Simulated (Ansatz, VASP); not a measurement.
# Two plane-wave programs on Au

File INCAR:

```
  PREC = Accurate
  ENCUT = 520
  EDIFF = 1E-6
  ISMEAR = -1
  SIGMA = 0.05
  LREAL = False
  LASPH = True
  NELM = 80
  ALGO = Normal
  ISIF = 2
  LWAVE = False
  LCHARG = False
  NBANDS = 12
```

File KPOINTS:

```
Automatic mesh
0
Gamma
  6 6 6
```

The input POSCAR:

```
Au
1.0
    0.0000000000      2.0350000000      2.0350000000
    2.0350000000      0.0000000000      2.0350000000
    2.0350000000      2.0350000000      0.0000000000
Au
1
Direct
    0.0000000000      0.0000000000      0.0000000000
```

The input input.yaml:

```yaml
crystal:
  lattice:
    - [0.0, 2.035, 2.035]
    - [2.035, 0.0, 2.035]
    - [2.035, 2.035, 0.0]
  atoms:
    - { symbol: Au, position: [0.0, 0.0, 0.0] }
hamiltonian:
  xc: lda
  pseudopotentials: { kind: paw }
kpoints:
  mp_grid: { grid: [6, 6, 6] }
  band_path:
    path:
      - [[0.0, 0.0, 0.0], [0.5, 0.0, 0.5], [0.5, 0.25, 0.75], [0.375, 0.375, 0.75], [0.0, 0.0, 0.0], [0.5, 0.5, 0.5], [0.625, 0.25, 0.625], [0.5, 0.25, 0.75], [0.5, 0.5, 0.5], [0.375, 0.375, 0.75]]
      - [[0.625, 0.25, 0.625], [0.5, 0.0, 0.5]]
    npoints: 14
scf:
  occupations: { method: fermi_dirac, width: 0.05 }
  n_extra_bands: 6
output:
  forces: true
  stress: true
  eigenvalues: true
  fatbands: true
  write_density: true
  write_potential: true
  elf: true
  volumetric_format: npy
```

Alike in both runs: functional LDA; k mesh 6 × 6 × 6; occupations fermi-dirac, width 0.05 eV; no spin polarisation.

|  | VASP | Ansatz |
| --- | --- | --- |
| version | VASP 6.6.1 | Ansatz 0.2.0 |
| potentials or method | VASP PAW LDA potentials, release 64 (Au) | Ansatz PAW |
| plane-wave cutoff (eV) | 520 | 420 |
| valence electrons in the cell | 11 | 19 |
| task | single point | band structure |

Ansatz gave:

```
gap on the k mesh at the Fermi level (eV) : none
pressure (GPa)                            : -1.7
```

Task: Which values does VASP return?

Result: gap on the k mesh at the Fermi level (eV): none; pressure (GPa): -1.2.

A gap of «none» marks a metal or a gap that the smearing closes. The two sets of potentials don't hold the same shells in valence.

Caveats: the k mesh is coarse (spacing up to 0.45 Å⁻¹), so the values aren't converged; spin-orbit coupling is left out, which moves the levels of the heavy elements (Ansatz); the PAW data sets come from PBE, with cores solved anew for the run's functional, which leaves a small shift of forces and pressure (Ansatz). Spin-orbit coupling is left out, which matters for the levels of Au.
